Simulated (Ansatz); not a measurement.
input.yaml

```yaml
crystal:
  lattice:
    - [0.0, 2.5894842864, 2.5894842864]
    - [2.5894842864, 0.0, 2.5894842864]
    - [2.5894842864, 2.5894842864, 0.0]
  atoms:
    - { symbol: Li, position: [0.0, 0.0, 0.0] }
    - { symbol: Cl, position: [0.5, 0.5, 0.5] }
basis:
  ecutwfc: 420
kpoints:
  mp_grid: { grid: [8, 8, 8] }
hamiltonian:
  xc: pbe
scf:
  occupations: { method: gaussian, width: 0.02 }
output:
  forces: true
  stress: true
  eigenvalues: true
```

Command:
```bash
ansatz run input.yaml --threads 1 --pin off --max-ram 1331MiB --backend cpu --events-out ev --progress --plain --runs-dir out
```

Method: DFT PBE, scalar-relativistic, plane waves, PAW (Ansatz).

From the run's log, abridged:

```
Pseudopotentials: kind: paw
Pseudopotential: Li, paw, valence charge 3, recommended cutoff 420 eV (normal)
Pseudopotential: Cl, paw, valence charge 7, recommended cutoff 420 eV (normal)
Functional definition: PBE
Crystal: 2 atoms, lattice volume = 34.727 Å³
Basis set: ecut = 420 eV, 645 PW (Γ), exchange–correlation on 50×50×50 points (8 copies of the dense FFT grid, shifted against one another)
Bands: 9, of which v1, the nominal top of the filled ones, is band 5 counted from 1 (4 counted from 0)
Symmetry: 48 space group operations
Space group: Fm-3m (ITA 225), of the structure as read, at distance tolerance 3.3e-5 Å
k-points: 29 of 512
Initial density: superposition of atomic densities (neutral atoms: chi_scale 0, normalization atom), corrected by the library's trained network
Initial wavefunctions: pseudopotential atomic-orbital guess
Functional: x = pbe(κ = 0.804, μ = 0.21951497), c = pbe(β = 0.06672455)
SCF iter   1: F=—  HF=-1287.833072 eV  |F-HF|=—  |Δ(HF+E_count)|=         —  Δρ=2.11e-4  dr2=1.37e-5  ethr=1.77e-3  ⟨swp⟩=7.1  Hψ=1865  notcnv=0
SCF iter   2: F=—  HF=-1287.832996 eV  |F-HF|=—  |Δ(HF+E_count)|=   7.67e-5  Δρ=1.88e-4  dr2=1.82e-5  ethr=1.37e-7  ⟨swp⟩=2.8  Hψ=723  notcnv=0
SCF iter   3: F=—  HF=-1287.832977 eV  |F-HF|=—  |Δ(HF+E_count)|=   1.88e-5  Δρ=7.04e-5  dr2=1.07e-6  ethr=1.37e-7  ⟨swp⟩=2.0  Hψ=377  notcnv=0
SCF iter   4: F=—  HF=-1287.832976 eV  |F-HF|=—  |Δ(HF+E_count)|=   1.17e-6  Δρ=3.68e-5  dr2=5.44e-7  ethr=1.07e-8  ⟨swp⟩=2.4  Hψ=362  notcnv=0
SCF iter   5: F=-1287.832975 eV  HF=-1287.832975 eV  |F-HF|=1.28e-8  |Δ(HF+E_count)|=   1.72e-7  Δρ=6.34e-6  dr2=1.79e-8  ethr=5.44e-9  ⟨swp⟩=2.5  Hψ=364  notcnv=0
SCF iter   6: F=-1287.832975 eV  HF=-1287.832975 eV  |F-HF|=1.72e-10  |Δ(HF+E_count)|=   5.83e-9  Δρ=7.04e-7  dr2=2.59e-10  ethr=1.79e-10  ⟨swp⟩=1.3  Hψ=769  notcnv=0
SCF 1 converged in 6 iterations: F = -1287.832975 eV  dr2 = 2.59e-10
SCF converged after 6 iterations
Free energy (F): -1287.832975 eV
Harris-Foulkes:  -1287.832975 eV  (|F-HF|=1.72e-10)
Internal energy: -1287.832975 eV  (E = F + TS)
E sigma→0 (E₀):  -1287.832975 eV
Fermi energy:    4.544446 eV
--- Per-component energies (eV) ---
  E_band       = -105.323828
  E_kinetic    = 183.410512
  E_local      = -330.934838  (includes V_loc(G=0)·N_el)
  E_nonlocal   = -4.773946
  E_hartree    = 96.728762
  E_xc         = -118.538276
  E_vxc        = -136.747063  (∫ρ·V_xc dr)
  E_paw        = -680.411522  (= ΣΔE_a)
  E_vpaw       = -9.735910  (= ΣTr[D̂ρ^β])
  E_aug_tail   = 0.000098  (compensation charges beyond the density's cutoff)
  E_ewald      = -433.313766
  E_smearing   =  0.000000  (= −TS)
--- Forces (eV/Å), atoms counted from 1 ---
  atom   1  Li     0.00000000     0.00000000     0.00000000
  atom   2  Cl     0.00000000     0.00000000     0.00000000
--- Stress (GPa, compression-positive) ---
       -0.508834       0.000000       0.000000
        0.000000      -0.508834       0.000000
        0.000000       0.000000      -0.508834
  P = ⅓ Tr σ = -0.5088 GPa (-5.088 kbar)
--- Band table (eV; the first three rows and the last of 29) ---
  k-point 0: bands = ["-42.0963", "-11.8379", "1.4610", "1.4610", "1.4610", "7.6278", "13.2314", "13.2314", "13.2314"]
  k-point 1: bands = ["-42.0960", "-11.7669", "0.9550", "1.4221", "1.4221", "8.0882", "12.4826", "13.1368", "13.1368"]
  k-point 2: bands = ["-42.0951", "-11.5867", "-0.0573", "1.3329", "1.3329", "8.5651", "12.0352", "12.0352", "12.2651"]
  k-point 28: bands = ["-42.0932", "-11.0885", "-0.5577", "-0.5577", "0.4477", "10.8366", "11.4874", "11.7567", "11.7567"]
```

Self-consistency was reached.